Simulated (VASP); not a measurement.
Input of a VASP 6.6.1 run:

INCAR

```
SYSTEM = ZnS
ALGO     = Normal         ! electronic algorithm
EDIFF    = 1E-6           ! SCF threshold, eV
ENCUT    = 600            ! plane-wave cutoff, eV
GGA      = PE             ! functional
ISIF     = 2              ! what is computed and relaxed
ISMEAR   = -1             ! smearing method
LASPH    = .True.         ! aspherical terms in the spheres
LCHARG   = .False.        ! write CHGCAR
LREAL    = .False.        ! projectors in reciprocal space
LWAVE    = .False.        ! write WAVECAR
NBANDS   = 34             ! bands
NELM     = 100            ! most SCF steps
PREC     = Accurate       ! precision mode
SIGMA    = 0.05           ! smearing width, eV
```

File KPOINTS:

```
k-points
0
Gamma
  8 8 5
  0 0 0
```

Contents of POSCAR:

```
ZnS
1.0
    3.8110000000      0.0000000000      0.0000000000
   -1.9055000000      3.3004228138      0.0000000000
    0.0000000000      0.0000000000      6.2340000000
Zn S
2 2
Direct
    0.6666666667      0.3333333333      0.5000000000
    0.3333333333      0.6666666667      0.0000000000
    0.6666666667      0.3333333333      0.8850000000
    0.3333333333      0.6666666667      0.3850000000
```

KPOINTS_OPT

```
path GMKGALHA,LM,KH
10
line-mode
reciprocal
 0.0000000000  0.0000000000  0.0000000000  G
 0.5000000000  0.0000000000  0.0000000000  M

 0.5000000000  0.0000000000  0.0000000000  M
 0.3333333333  0.3333333333  0.0000000000  K

 0.3333333333  0.3333333333  0.0000000000  K
 0.0000000000  0.0000000000  0.0000000000  G

 0.0000000000  0.0000000000  0.0000000000  G
 0.0000000000  0.0000000000  0.5000000000  A

 0.0000000000  0.0000000000  0.5000000000  A
 0.5000000000  0.0000000000  0.5000000000  L

 0.5000000000  0.0000000000  0.5000000000  L
 0.3333333333  0.3333333333  0.5000000000  H

 0.3333333333  0.3333333333  0.5000000000  H
 0.0000000000  0.0000000000  0.5000000000  A

 0.5000000000  0.0000000000  0.5000000000  L
 0.5000000000  0.0000000000  0.0000000000  M

 0.3333333333  0.3333333333  0.0000000000  K
 0.3333333333  0.3333333333  0.5000000000  H
```

Potentials or basis: VASP PAW PBE potentials, release 64 (Zn_sv_GW, S_GW).

The run is started by

```bash
$ cat potpaw_PBE.64/Zn_sv_GW/POTCAR potpaw_PBE.64/S_GW/POTCAR > POTCAR
$ mpirun -np 1 vasp_std > vasp.out
```

Task: Predict the pressure.

Result: 1.4 GPa.

Task: Estimate the band gap on the k mesh.

Result: 2.25 eV, direct.

Stress tensor (GPa, compression positive):
```
2.12 0.00 0.00
0.00 2.12 0.00
0.00 0.00 0.07
```

**The experiment to reproduce.**

A printed reference work, monograph reports, for a bulk crystal of ZnS at 4 K: band gap 3.911 eV (direct).

Against the measured gap of ZnS, 3.911 eV (direct; 4 K; a printed reference work, monograph), the calculated 2.25 eV is off by -1.67 eV. The value is that of PBE, without temperature or zero-point motion. Semilocal functionals fall short of measured gaps as a rule.
